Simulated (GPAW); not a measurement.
Cs in GPAW: convergence with density grid spacing (A)

Input of the first run (density grid spacing (A) 0.24); the others differ in this setting and in those tied to it:

The input run.py:

```python
from ase.dft.bandgap import bandgap
from ase.io import read, write
from ase.units import GPa
from gpaw import GPAW, PW, setup_paths

setup_paths.insert(0, '.')

atoms = read('POSCAR')

calc = GPAW(mode=PW(600),
            h=0.24,
            xc='PBEsol',
            kpts={'size': (6, 6, 6), 'gamma': True},
            occupations={'name': 'fermi-dirac', 'width': 0.05},
            nbands=11,
            convergence={'density': 1e-05, 'energy': 1e-05},
            maxiter=100,
            txt='gpaw.txt')
atoms.calc = calc
energy = atoms.get_potential_energy()
forces = atoms.get_forces()
stress = atoms.get_stress()
calc.write('gs.gpw')
write('result.traj', atoms)
print(f'Energy: {energy:.6f} eV')
print('Forces (eV/A):')
print(forces.round(4))
print('Stress (GPa):', (stress / GPa).round(3))
print('Fermi level:', round(calc.get_fermi_level(), 4), 'eV')
print(f'Gap: {bandgap(calc)[0]:.4f} eV, direct: {bandgap(calc, direct=True)[0]:.4f} eV')
```

File POSCAR:

```
Cs
1.0
    0.0000000000      3.9483357400      3.9483357400
    3.9483357400      0.0000000000      3.9483357400
    3.9483357400      3.9483357400      0.0000000000
Cs
1
Direct
    0.0000000000      0.0000000000      0.0000000000
```

Potentials or basis: PAW data sets generated in the run's folder for this functional, pw.

The run is started by

```sh
$ gpaw-setup -f PBEsol Cs
$ OMP_NUM_THREADS=1 python run.py
```

This isn't the form of Cs at room conditions, which is bcc.

Hardware: 1 thread of Arm Neoverse V2, with other jobs on the host.

| density grid spacing (A) | energy less the tightest run, at zero smearing (meV/atom) | SCF cycles | CPU time (s) | peak memory (GiB) |
| --- | --- | --- | --- | --- |
| 0.24 | 0.10 | 9 | 8.6 | 0.16 |
| 0.2 | -0.39 | 9 | 11 | 0.17 |
| 0.17 | -0.13 | 9 | 17 | 0.19 |
| 0.15 | -0.07 | 9 | 20 | 0.22 |
| 0.13 | -0.04 | 9 | 29 | 0.25 |
| 0.11 | -0.01 | 9 | 43 | 0.33 |
| 0.09 | 0.00 | 9 | 69 | 0.45 |

Against the tightest run, the energy stays within 1 meV/atom from 0.24 on. The tightest run that finished is the yardstick and may itself not be fully converged.

Spin-orbit coupling is left out, which matters for the levels of Cs.
